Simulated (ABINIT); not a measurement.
Runs of ABINIT 10.8.3 (patched build) on PbS (Galena). The structure is cubic, space group Fm-3m (No. 225). Conventional cell: a = 5.931 Å, b = 5.931 Å, c = 5.931 Å, α = 90.00°, β = 90.00°, γ = 90.00°. Around Pb (site symmetry m-3m) lie 6 S at 2.97 Å. S (site symmetry m-3m) has 6 Pb at 2.97 Å as nearest neighbours. 

```tsv
task	level	potentials or basis	k mesh	cutoff (eV)	fine-grid cutoff	gap on the mesh (eV)	pressure (GPa)
band structure	RPBE	JTH PAW PBE v2.0 sp	8 × 8 × 8	544	1088.46 eV	0.49	4.2
band structure	rPW86PBE	JTH PAW PBE v2.0 sp	8 × 8 × 8	544	1088.46 eV	0.41	5.4
single point	PBE	JTH PAW PBE v2.0	10 × 10 × 10	544	1088.46 eV	0.36	-
band structure	SOGGA	JTH PAW PBE v2.0 sp	8 × 8 × 8	544	1088.46 eV	0.23	(a)
single point	LDA	JTH PAW LDA v2.0	10 × 10 × 10	544	1088.46 eV	0.23	-
band structure	LDA	PseudoDojo NC SR LDA v0.4.1 standard	8 × 8 × 8	762	-	0.24	-2.6
band structure	BP86	JTH PAW PBE v2.0	8 × 8 × 8	544	1088.46 eV	0.38	-
band structure	PW91	JTH PAW PBE v2.0 sp	8 × 8 × 8	544	1088.46 eV	0.39	(b)
band structure	LDA	JTH PAW LDA v2.0	8 × 8 × 8	544	1088.46 eV	0.23	-
band structure	LDA-PZ	JTH PAW LDA v2.0 sp	8 × 8 × 8	544	1088.46 eV	0.25	(c)
```

Alike in all rows: no spin polarisation; cell as given; smearing fermi-dirac 0.05 eV.

Question: Estimate the missing entries.

Answer: (a) -1.6; (b) 2.1; (c) -2.5.

Caveats: spin-orbit coupling is left out, which as a rule narrows the gap of such compounds by several tenths of an eV; the PAW data sets were made with another functional, which shifts forces and pressure a little (some runs); this set keeps more shells in the core, which shifts pressures and gaps (some runs).

A k mesh can miss the band edges, and the runs leave out spin-orbit coupling on Pb.

Not every run made on this cell is shown here.
